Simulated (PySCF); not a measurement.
# C3H4N2 (1H-Imidazole): the cost of one run

Computed with PySCF 2.14.0, with density-fitted response routines of our own, on a single molecule in the gas phase. Atoms are numbered from 0 throughout.

## Step 1: The starting structure

9 atoms, charge 0, multiplicity 1; geometry from: MMFF94s.

Bonds of the start (Å): C0–C1 1.37, C1–N2 1.37, N2–C3 1.37, C3–N4 1.31, N4–C0 1.37, C0–H5 1.08, C1–H6 1.08, N2–H7 1.01, C3–H8 1.08.

## Step 2: Geometry optimisation at PBE0-D3(BJ)/def2-SVP

The job: settings as JSON, then the geometry in Å.

```
{"job": {"xc": "PBE0", "basis": "def2-SVP", "d3": "d3bj", "grid": 1, "kind": "geom"}, "charge": 0, "multiplicity": 1}
C     -0.804836    -0.933067     0.078049
C     -0.894571     0.410852    -0.197031
N      0.389566     0.874607    -0.120671
C      1.191096    -0.186441     0.191674
N      0.495961    -1.293227     0.318060
H     -1.605677    -1.660211     0.116251
H     -1.730548     1.053637    -0.431893
H      0.697002     1.826127    -0.267127
H      2.262007    -0.092276     0.312688
```

On the command line:

```bash
$ OMP_NUM_THREADS=1 python probes_run.py task.json out
```

One launch serves the whole session: the jobs run in the order shown.

Q: Estimate the wall time and peak memory of this first job on 1 thread of Arm Neoverse V2, shared host.

About 20 s, with a peak of 0.38 GiB.
